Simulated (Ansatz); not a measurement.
Cu under changes of volume

One of the cells (11.810 Å³/atom); the others are scaled copies at fixed shape and fractional positions:

```
Cu
1.0
     0.00000    1.80750    1.80750
     1.80750    0.00000    1.80750
     1.80750    1.80750    0.00000
Cu
1
Cartesian
  0.0000 0.0000 0.0000
```

- Program: Ansatz 0.2.0
- Functional: PBE
- Potentials or basis: all-electron LAPW, scalar-relativistic
- Cutoff: 317 eV (chosen from the basis error)
- Basis error allowed: 0.0005 eV/atom
- k mesh: 13 × 13 × 13
- Occupations: fermi-dirac, width 0.05 eV
- Spin: no spin polarisation

| volume (Å³/atom) | energy over the lowest point (meV/atom) | pressure (GPa) |
| --- | --- | --- |
| 11.102 | 30.04 | 12.5 |
| 11.338 | ? | ? |
| 11.574 | 5.00 | 4.8 |
| 11.810 | 0.28 | 1.6 |
| 12.047 | 0.00 | -1.2 |
| 12.283 | 3.65 | -3.7 |
| 12.519 | 10.78 | -5.9 |

Task: What does the run at 11.338 Å³/atom give?

Result: Energy over the lowest point 14.71 meV/atom; pressure 8.4 GPa.

Worked out: A Birch-Murnaghan fit of order 3 (a polynomial in V^(-2/3)) to the other rows has its minimum at 11.94 Å³/atom with B0 = V·E''(V) = 142 GPa and B' = 5.1. It gives 14.71 meV/atom at 11.338 Å³/atom, against the run's 14.71, and -dE/dV = 8.4 GPa, against 8.4.

Energies are extrapolated to zero smearing.
